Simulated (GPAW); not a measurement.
The system is Hf.

```xyz
2
Lattice="3.1967 0.0000 0.0000 -1.5983 2.7684 0.0000 0.0000 0.0000 5.0578" Properties=species:S:1:pos:R:3 pbc="T T T"
Hf    1.5984    0.9228    3.7934
Hf    0.0000    1.8456    1.2645
```

- Program: GPAW 26.7.0
- Task: relaxation of cell and atoms
- Functional: BLYP
- Dispersion: D3(BJ)
- Potentials or basis: PAW data sets generated in the run's folder for this functional
- Cutoff: 600 eV
- Basis: pw
- k mesh: 10 × 10 × 5
- Occupations: fermi-dirac, width 0.05 eV
- Spin: no spin polarisation

At the start: pressure -4.9 GPa; volume 22.38 Å³/atom.

How do energy, volume and symmetry change on relaxing?

Over 3 steps the energy falls by 16.4 meV/atom and the volume is 21.35 Å³/atom (-4.6 %); space group P6_3/mmc (No. 194, to 0.05 Å).

Step by step:
| step | energy change (eV) | largest force (eV/Å) | pressure (GPa) | volume (Å³) |
| --- | --- | --- | --- | --- |
| 1 | 0.0000 | 0.0000 | -4.93 | 44.76 |
| 2 | -0.0172 | 0.0000 | -3.44 | 44.10 |
| 3 | -0.0328 | 0.0000 | 0.14 | 42.69 |

Final structure:
```cif
data_structure
_symmetry_space_group_name_H-M 'P 1'
_symmetry_Int_Tables_number 1
_cell_length_a 3.1478
_cell_length_b 3.1478
_cell_length_c 4.9753
_cell_angle_alpha 90.000
_cell_angle_beta 90.000
_cell_angle_gamma 120.000
_cell_volume 42.69
loop_
_atom_site_label
_atom_site_type_symbol
_atom_site_fract_x
_atom_site_fract_y
_atom_site_fract_z
_atom_site_occupancy
Hf1 Hf 0.66667 0.33333 0.75000 1
Hf2 Hf 0.33333 0.66667 0.25000 1
```

Caveat: later steps reuse the first step's grids; pairwise dispersion overbinds metals, which lowers pressure and volume.
